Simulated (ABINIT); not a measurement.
Runs of ABINIT 10.8.3 (patched build) on MgO. The structure is cubic, space group Fm-3m (No. 225). Conventional cell: a = 4.194 Å, b = 4.194 Å, c = 4.194 Å, α = 90.00°, β = 90.00°, γ = 90.00°. Mg (site symmetry m-3m) has 6 O at 2.10 Å as nearest neighbours. Around O (site symmetry m-3m) lie 6 Mg at 2.10 Å. The cell is a database's computed one.

```tsv
task	level	potentials or basis	cell	k mesh	cutoff (eV)	share of exact exchange	most SCF steps	thinning of the exchange mesh (fockdownsampling)	fine-grid cutoff	cell freedom (optcell)	mesh quality	gap on the mesh (eV)	pressure (GPa)	V0 of scaled cells (Å³/atom)	B0 (GPa)
single point	HSE06	SPMS NC PBE v1.0	as given	6 × 6 × 6	952	0.25	60	2 × 2 × 2	-	-	coarse	6.73	-	-	-
single point	HSE06	SPMS NC PBE v1.0	as given	6 × 6 × 6	952	0.35	60	2 × 2 × 2	-	-	coarse	7.48	-	-	-
equation of state	PBE+D2	JTH PAW PBE v2.0	as given	11 × 11 × 11	626	-	-	-	1224.51 eV	-	not flagged	-	-	(a)	175
relaxation of cell and atoms	PBE	JTH PAW PBE v2.0	relaxed to 30 GPa	11 × 11 × 11	626	-	-	-	1224.51 eV	2	not flagged	(b)	30.0	-	-
equation of state	PBE	JTH PAW PBE v2.0	as given	11 × 11 × 11	626	-	-	-	1224.51 eV	-	not flagged	-	-	9.64	149
relaxation of cell and atoms	PBE	JTH PAW PBE v2.0	relaxed to 10 GPa	11 × 11 × 11	626	-	-	-	1224.51 eV	2	not flagged	5.01	10.0	-	-
single point	HSE06	SPMS NC PBE v1.0	as given	6 × 6 × 6	952	0.15	60	2 × 2 × 2	-	-	coarse	5.99	-	-	-
relaxation of cell and atoms	PBE	JTH PAW PBE v2.0	relaxed to 20 GPa	11 × 11 × 11	626	-	-	-	1224.51 eV	2	not flagged	5.51	20.0	-	-
```

Alike in all rows: no spin polarisation; smearing fermi-dirac 0.05 eV.

Estimate the missing entries.

(a) 9.28; (b) 5.95.

Caveats: some runs use coarse meshes; exact exchange is summed on a coarse mesh, which widens gaps by tenths of an eV (some runs); Libxc's HSE differs a little from that of other programs (some runs); the potentials were made for another functional, which shifts forces and pressure (some runs); pressures at fixed basis lie under the slope of the energies (some runs).

